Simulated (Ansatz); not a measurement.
# NaH: the cost of one run

Method: DFT PBEsol, scalar-relativistic, plane waves, PAW, in Ansatz 0.2.0.

2 further runs of the same task are left out: 1 that didn't finish, 1 set aside as unsound or not needed.

## 1. Starting point

It takes space group Fm-3m (No. 225, cubic). Conventional cell: a = 4.791 Å, b = 4.791 Å, c = 4.791 Å, α = 90.00°, β = 90.00°, γ = 90.00°. Around Na (site symmetry m-3m) lie 6 H at 2.40 Å. H (site symmetry m-3m) is surrounded by 6 Na at 2.40 Å.

As a file:

```cif
data_structure
_symmetry_space_group_name_H-M 'Fm-3m'
_symmetry_Int_Tables_number 225
_cell_length_a 4.7914
_cell_length_b 4.7914
_cell_length_c 4.7914
_cell_angle_alpha 90.000
_cell_angle_beta 90.000
_cell_angle_gamma 90.000
_cell_volume 110.00
loop_
_atom_site_label
_atom_site_type_symbol
_atom_site_symmetry_multiplicity
_atom_site_Wyckoff_symbol
_atom_site_fract_x
_atom_site_fract_y
_atom_site_fract_z
_atom_site_occupancy
Na1 Na 4 a 0.00000 0.00000 0.00000 1
H1 H 4 b 0.50000 0.00000 0.00000 1
```

This cell was relaxed beforehand with the same method: volume 13.75 Å³/atom, gap on the mesh 3.61 eV.

## 2. Building the ladder chain

A free-standing chain of the crystal's atoms, periodic along c. Atoms and period relax; energies count from the bulk, -745.9553 eV an atom.

The cell holds 2 Na, 2 H: a = 11.300 Å, b = 9.300 Å, c = 4.312 Å, α = 90.00°, β = 90.00°, γ = 90.00°.

## 3. Relaxing it

Pressure and volume refer to the whole cell with its vacuum; only the period along c may change.

File input.yaml:

```yaml
crystal:
  lattice:
    - [11.3, 0.0, 0.0]
    - [0.0, 9.3, 0.0]
    - [0.0, 0.0, 4.3122397648]
  atoms:
    - { symbol: Na, position: [0.3998262887, 0.5, 0.0], spin: 0.5 }
    - { symbol: H, position: [0.3998262887, 0.5, 0.5] }
    - { symbol: H, position: [0.6001737113, 0.5, 0.0] }
    - { symbol: Na, position: [0.6001737113, 0.5, 0.5], spin: 0.5 }
basis:
  ecutwfc: 420
kpoints:
  mp_grid: { grid: [1, 1, 15] }
hamiltonian:
  xc: pbesol
scf:
  occupations: { method: gaussian, width: 0.05 }
output:
  forces: true
  stress: true
  eigenvalues: true
  populations: true
  write_density: true
  write_potential: true
  elf: true
  volumetric_format: npy
magnetization:
  spin_polarized: true
relax:
  adjacent_minimum: "off"
  f_tol: 0.01
  max_steps: 45
  cell: { fix: [a, b, alpha, beta, gamma], stress_tol: 0.03 }
```

Started as:

```sh
$ ansatz run input.yaml --threads 2 --pin off --max-ram 5120MiB --backend cpu --events-out ev --progress --plain --runs-dir out
```

What time and memory should one allow on 2 threads of Intel Xeon Platinum 8488C (Sapphire Rapids), shared host?

About 22 s, with a peak of 0.66 GiB.
